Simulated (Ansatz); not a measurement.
# H: the cost of one run

Computed with Ansatz 0.2.0 (DFT PBEsol, scalar-relativistic, plane waves, PAW, unless a step's input says otherwise).

**1. The system as given**

Symmetry: I4/mmm, No. 139, tetragonal system. Conventional cell: a = 3.383 Å, b = 3.383 Å, c = 4.117 Å, α = 90.00°, β = 90.00°, γ = 90.00°. H (site symmetry 4mm) is surrounded by 1 H at 0.74 Å.

Coordinates:

```
CELL_PARAMETERS angstrom
-1.69153 1.69153 2.05847
1.69153 -1.69153 2.05847
1.69153 1.69153 -2.05847
ATOMIC_POSITIONS crystal
H 0.90986 0.90986 0.00000
H 0.09014 0.09014 0.00000
```

The structure comes from the Materials Project (structure only).

**2. One atom moved**

What differs from the listed cell: atom 2 (H) moved by 0.05 Å.

Input file input.yaml:

```yaml
crystal:
  lattice:
    - [-1.69153447, 1.69153447, 2.05847399]
    - [1.69153447, -1.69153447, 2.05847399]
    - [1.69153447, 1.69153447, -2.05847399]
  atoms:
    - { symbol: H, position: [0.90986229, 0.90986229, 0.0] }
    - { symbol: H, position: [0.1056565581, 0.0993900585, 0.0049895525] }
basis:
  ecutwfc: 420
kpoints:
  mp_grid: { grid: [10, 10, 10] }
hamiltonian:
  xc: pbesol
scf:
  occupations: { method: gaussian, width: 0.02 }
output:
  forces: true
  stress: true
  eigenvalues: true
```

Command:

```sh
> ansatz run input.yaml --threads 1 --pin off --max-ram 1331MiB --backend cpu --events-out ev --progress --plain --runs-dir out
```

Q: Estimate wall time and peak memory on 1 thread of an x86-64 CPU, shared host.

About 9.2 s, with a peak of 0.36 GiB.
